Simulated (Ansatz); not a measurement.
## Zn: from a first guess to the relaxed diamond type

First guess:

```
CELL_PARAMETERS angstrom
0.00000 2.98624 2.98624
2.98624 0.00000 2.98624
2.98624 2.98624 0.00000
ATOMIC_POSITIONS crystal
Zn 0.00000 0.00000 0.00000
Zn 0.25000 0.25000 0.25000
```

Method: DFT, PBE, PAW with Ansatz's default frozen-core files, scalar-relativistic in Ansatz 0.2.0.

Cell and atoms relax within the symmetry of the start on a 11×11×11 k mesh with 0.05 eV Fermi–Dirac smearing.

The start is built from a prototype, known or not as a phase of this compound; the cutoff is 420 eV.

Question: What is the pressure of the first guess?

Answer: -1.67 GPa.

Question: What does it relax to?

Answer: a = 5.818 Å, b = 5.818 Å, c = 5.818 Å, α = 90.00°, β = 90.00°, γ = 90.00° (conventional cell), 24.61 Å³ per atom:
```xyz
2
Lattice="0.0000 2.9089 2.9089 2.9089 0.0000 2.9089 2.9089 2.9089 0.0000" Properties=species:S:1:pos:R:3 pbc="T T T"
Zn    0.0000    0.0000    0.0000
Zn    1.4544    1.4544    1.4544
```

Question: How much energy does the relaxation release?

Answer: 12 meV/atom.
